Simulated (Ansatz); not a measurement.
**Thermal properties of TiTe2 from its phonons**

Level of theory: DFT PBE, scalar-relativistic, plane waves, PAW (Ansatz 0.2.0). Cutoff 420 eV, 12×12×8 k-points (Γ-centred), Fermi-Dirac smearing of 0.15 eV. No spin polarisation. Phonons by linear response, acoustic sum rule imposed.

Equilibrium structure at this level:
```cif
data_structure
_symmetry_space_group_name_H-M 'P-3m1'
_symmetry_Int_Tables_number 164
_cell_length_a 3.7665
_cell_length_b 3.7665
_cell_length_c 6.9190
_cell_angle_alpha 90.000
_cell_angle_beta 90.000
_cell_angle_gamma 120.000
_cell_volume 85.00
loop_
_atom_site_label
_atom_site_type_symbol
_atom_site_symmetry_multiplicity
_atom_site_Wyckoff_symbol
_atom_site_fract_x
_atom_site_fract_y
_atom_site_fract_z
_atom_site_occupancy
Ti1 Ti 1 a 0.00000 0.00000 0.00000 1
Te1 Te 2 d 0.66667 0.33333 0.25067 1
```

It was relaxed at this level from a cell as deposited in COD. In a metal, frequencies and elastic constants depend on the k mesh and the smearing, soft modes and shear constants most. Some empty bands missed the eigensolver's threshold. Spin–orbit coupling is left out, which matters for heavy elements. The q mesh is coarse, so values between its points are rough. No dispersion correction is applied, so modes and constants that involve weak contacts between layers, chains or molecules come out too soft.

Force constants from linear response on a 2×2×1 q mesh, interpolated to a fine mesh.

Phonon density of states, in bins of 5 cm⁻¹:
(bin centre (cm⁻¹), share of modes (%)): (2.5, 0.0), (7.5, 0.0), (12.5, 0.0), (17.5, 0.1), (22.5, 0.1), (27.5, 0.2), (32.5, 0.2), (37.5, 0.3), (42.5, 0.5), (47.5, 0.6), (52.5, 0.8), (57.5, 1.1), (62.5, 1.4), (67.5, 1.9), (72.5, 2.6), (77.5, 4.0), (82.5, 7.3), (87.5, 7.3), (92.5, 9.9), (97.5, 3.9), (102.5, 3.9), (107.5, 5.6), (112.5, 5.6), (117.5, 5.4), (122.5, 2.8), (127.5, 1.0), (132.5, 0.8), (137.5, 0.9), (142.5, 1.3), (147.5, 2.3), (152.5, 1.9), (157.5, 1.4), (162.5, 1.0), (167.5, 0.6), (172.5, 0.6), (177.5, 0.6), (182.5, 0.5), (187.5, 0.5), (192.5, 0.5), (197.5, 3.0), (202.5, 3.5), (207.5, 2.2), (212.5, 0.9), (217.5, 0.8), (222.5, 1.0), (227.5, 1.4), (232.5, 2.4), (237.5, 2.2), (242.5, 1.6), (247.5, 0.6), (252.5, 0.5), (257.5, 0.1)

(1) How much zero-point energy does an atom carry?

(2) How large are the vibrational entropy and heat capacity at 300 K?

(3) Tabulate them against temperature.

## Answers

(1) 23.6 meV.

(2) S = 4.81 k_B and C_V = 2.89 k_B per atom, 96 % of the Dulong–Petit value.

(3)
```tsv
T (K)	F_vib (meV/atom)	S (k_B/atom)	C_V (k_B/atom)
100	17.2	1.89	2.26
200	-7.3	3.66	2.77
300	-44.1	4.81	2.89
400	-89.4	5.65	2.94
500	-141.1	6.31	2.96
600	-197.9	6.85	2.97
700	-259.0	7.31	2.98
800	-323.7	7.71	2.98
900	-391.7	8.06	2.99
1000	-462.6	8.38	2.99
```
